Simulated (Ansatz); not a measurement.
Geometry optimisation in Ansatz: input, command and trajectory.

```yaml
crystal:
  lattice:
    - [9.4017493829, 0.0, 0.0]
    - [0.0, 2.9302683415, 0.0]
    - [0.0, 0.0, 4.9183847362]
  atoms:
    - { symbol: Al, position: [0.1635346268, 0.25, 0.9645766906] }
    - { symbol: Al, position: [0.8364653732, 0.75, 0.0354233094] }
    - { symbol: Al, position: [0.3364653732, 0.75, 0.4645766906] }
    - { symbol: Al, position: [0.6635346268, 0.25, 0.5354233094] }
    - { symbol: O, position: [0.7688242542, 0.25, 0.2224057062] }
    - { symbol: O, position: [0.2311757458, 0.75, 0.7775942938] }
    - { symbol: O, position: [0.7311757458, 0.75, 0.7224057062] }
    - { symbol: O, position: [0.2688242542, 0.25, 0.2775942938] }
    - { symbol: O, position: [0.9686177783, 0.25, 0.8490919328], spin: 0.9 }
    - { symbol: O, position: [0.0313822217, 0.75, 0.1509080672], spin: 0.9 }
    - { symbol: O, position: [0.5313822217, 0.75, 0.3490919328], spin: 0.9 }
    - { symbol: O, position: [0.4686177783, 0.25, 0.6509080672], spin: 0.9 }
basis:
  ecutwfc: 420
kpoints:
  mp_grid: { grid: [4, 12, 8] }
hamiltonian:
  xc: pbesol
scf:
  occupations: { method: gaussian, width: 0.1 }
output:
  forces: true
  stress: true
  eigenvalues: true
  populations: true
magnetization:
  spin_polarized: true
relax:
  adjacent_minimum: "off"
  f_tol: 0.01
  max_steps: 30
  cell: { stress_tol: 0.1, fix: [volume] }
```

```bash
ansatz run input.yaml --threads 2 --pin off --max-ram 5120MiB --backend cpu --events-out ev --progress --plain --runs-dir out
```

Method: DFT PBEsol, scalar-relativistic, plane waves, PAW in Ansatz 0.2.0.

The volume is held at 1.06 times that of the relaxed cell.

Of 6 frames 5 are shown, positions in Å and forces in eV/Å; the SCF threshold varies from step to step. Steps run on the plane waves of an earlier cell, with a Pulay correction in the pressure. The basis is chosen afresh for the last frame, the zero of the energies, and at times for earlier ones too; energy and pressure step there, also at an unchanged geometry.

```xyz
12
Lattice="9.4017 0.0000 0.0000 0.0000 2.9303 0.0000 0.0000 0.0000 4.9184" Properties=species:S:1:pos:R:3:forces:R:3 pbc="T T T" step=1 free_energy_over_end_meV_per_atom=1.05 pressure_GPa=-7.44
Al    1.5375    0.7326    4.7442    0.0456    0.0000   -0.0231
Al    7.8642    2.1977    0.1742   -0.0456    0.0000    0.0231
Al    3.1634    2.1977    2.2850   -0.0456    0.0000   -0.0231
Al    6.2384    0.7326    2.6334    0.0456    0.0000    0.0231
O     7.2283    0.7326    1.0939    0.0328    0.0000   -0.0465
O     2.1735    2.1977    3.8245   -0.0328    0.0000    0.0465
O     6.8743    2.1977    3.5531   -0.0328    0.0000   -0.0465
O     2.5274    0.7326    1.3653    0.0328    0.0000    0.0465
O     9.1067    0.7326    4.1762    0.0943    0.0000    0.2250
O     0.2950    2.1977    0.7422   -0.0943    0.0000   -0.2250
O     4.9959    2.1977    1.7170   -0.0943    0.0000    0.2250
O     4.4058    0.7326    3.2014    0.0943    0.0000   -0.2250
12
Lattice="9.3848 0.0000 0.0000 0.0000 2.9271 0.0000 0.0000 0.0000 4.9327" Properties=species:S:1:pos:R:3:forces:R:3 pbc="T T T" step=2 free_energy_over_end_meV_per_atom=0.22 pressure_GPa=-6.86
Al    1.5406    0.7318    4.7618    0.0203    0.0000   -0.0236
Al    7.8442    2.1953    0.1708   -0.0203    0.0000    0.0236
Al    3.1518    2.1953    2.2955   -0.0203    0.0000   -0.0236
Al    6.2330    0.7318    2.6372    0.0203    0.0000    0.0236
O     7.2126    0.7318    1.0921    0.0008    0.0000   -0.0246
O     2.1722    2.1953    3.8406   -0.0008    0.0000    0.0246
O     6.8646    2.1953    3.5584   -0.0008    0.0000   -0.0246
O     2.5202    0.7318    1.3743    0.0008    0.0000    0.0246
O     9.0936    0.7318    4.2008    0.0519    0.0000    0.0689
O     0.2912    2.1953    0.7319   -0.0519    0.0000   -0.0689
O     4.9836    2.1953    1.7345   -0.0519    0.0000    0.0689
O     4.4012    0.7318    3.1982    0.0519    0.0000   -0.0689
12
Lattice="9.3753 0.0000 0.0000 0.0000 2.9229 0.0000 0.0000 0.0000 4.9448" Properties=species:S:1:pos:R:3:forces:R:3 pbc="T T T" step=3 free_energy_over_end_meV_per_atom=0.05 pressure_GPa=-6.50
Al    1.5434    0.7307    4.7786    0.0036    0.0000   -0.0150
Al    7.8318    2.1922    0.1661   -0.0036    0.0000    0.0150
Al    3.1442    2.1922    2.3063   -0.0036    0.0000   -0.0150
Al    6.2311    0.7307    2.6385    0.0036    0.0000    0.0150
O     7.1989    0.7307    1.0864   -0.0010    0.0000   -0.0149
O     2.1764    2.1922    3.8583    0.0010    0.0000    0.0149
O     6.8640    2.1922    3.5588    0.0010    0.0000   -0.0149
O     2.5113    0.7307    1.3860   -0.0010    0.0000    0.0149
O     9.0894    0.7307    4.2170    0.0163    0.0000   -0.0098
O     0.2859    2.1922    0.7277   -0.0163    0.0000    0.0098
O     4.9735    2.1922    1.7446   -0.0163    0.0000   -0.0098
O     4.4017    0.7307    3.2001    0.0163    0.0000    0.0098
12
Lattice="9.3760 0.0000 0.0000 0.0000 2.9234 0.0000 0.0000 0.0000 4.9435" Properties=species:S:1:pos:R:3:forces:R:3 pbc="T T T" step=4 free_energy_over_end_meV_per_atom=0.05 pressure_GPa=-6.48
Al    1.5455    0.7308    4.7734   -0.0200    0.0000   -0.0051
Al    7.8305    2.1925    0.1701    0.0200    0.0000    0.0051
Al    3.1425    2.1925    2.3016    0.0200    0.0000   -0.0051
Al    6.2335    0.7308    2.6419   -0.0200    0.0000    0.0051
O     7.1984    0.7308    1.0889    0.0082    0.0000   -0.0210
O     2.1776    2.1925    3.8547   -0.0082    0.0000    0.0210
O     6.8656    2.1925    3.5606   -0.0082    0.0000   -0.0210
O     2.5104    0.7308    1.3829    0.0082    0.0000    0.0210
O     9.0932    0.7308    4.2151    0.0028    0.0000    0.0073
O     0.2828    2.1925    0.7284   -0.0028    0.0000   -0.0073
O     4.9708    2.1925    1.7433   -0.0028    0.0000    0.0073
O     4.4052    0.7308    3.2002    0.0028    0.0000   -0.0073
12
Lattice="9.3727 0.0000 0.0000 0.0000 2.9250 0.0000 0.0000 0.0000 4.9425" Properties=species:S:1:pos:R:3:forces:R:3 pbc="T T T" step=6 free_energy_over_end_meV_per_atom=0.00 pressure_GPa=-6.46
Al    1.5444    0.7312    4.7778    0.0028    0.0000    0.0014
Al    7.8283    2.1937    0.1647   -0.0028    0.0000   -0.0014
Al    3.1420    2.1937    2.3066   -0.0028    0.0000    0.0014
Al    6.2308    0.7312    2.6360    0.0028    0.0000   -0.0014
O     7.1937    0.7312    1.0808   -0.0029    0.0000   -0.0044
O     2.1790    2.1937    3.8618    0.0029    0.0000    0.0044
O     6.8654    2.1937    3.5520    0.0029    0.0000   -0.0044
O     2.5074    0.7312    1.3905   -0.0029    0.0000    0.0044
O     9.0921    0.7312    4.2137   -0.0010    0.0000   -0.0065
O     0.2807    2.1937    0.7288    0.0010    0.0000    0.0065
O     4.9671    2.1937    1.7425    0.0010    0.0000   -0.0065
O     4.4057    0.7312    3.2001   -0.0010    0.0000    0.0065
```

The run took 2 min on 2 threads of Intel(R) Xeon(R) 6975P-C (Granite Rapids), with other jobs on the host, peak memory 1.1 GiB.